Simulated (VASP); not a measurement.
Input of a VASP 6.6.1 run:

Contents of INCAR:

```
ALGO = Fast
EDIFF = 1E-7
ENCUT = 520
GGA = PE
ISIF = 2
ISMEAR = 0
LASPH = True
LCHARG = True
LELF = True
LREAL = False
LVHAR = True
LWAVE = False
NBANDS = 10
NELM = 100
PREC = Accurate
SIGMA = 0.15
```

The input KPOINTS:

```
k-points
0
Gamma
  10 10 10
```

The input POSCAR:

```
Re
1.0
    0.0000000000      1.9577236186      1.9577236186
    1.9577236186      0.0000000000      1.9577236186
    1.9577236186      1.9577236186      0.0000000000
Re
1
Direct
    0.0000000000      0.0000000000      0.0000000000
```

Potentials or basis: VASP PAW PBE potentials, release 64 (Re).

Command:

```sh
$ cat potpaw_PBE.64/Re/POTCAR > POTCAR
$ mpirun -np 1 vasp_std > vasp.out
```

Task: Estimate the band gap on the k mesh.

Result: None (metal or under the smearing width).

Task: Predict the pressure.

Result: -0.8 GPa.

The run has no spin-orbit coupling, so splittings on Re are missing.
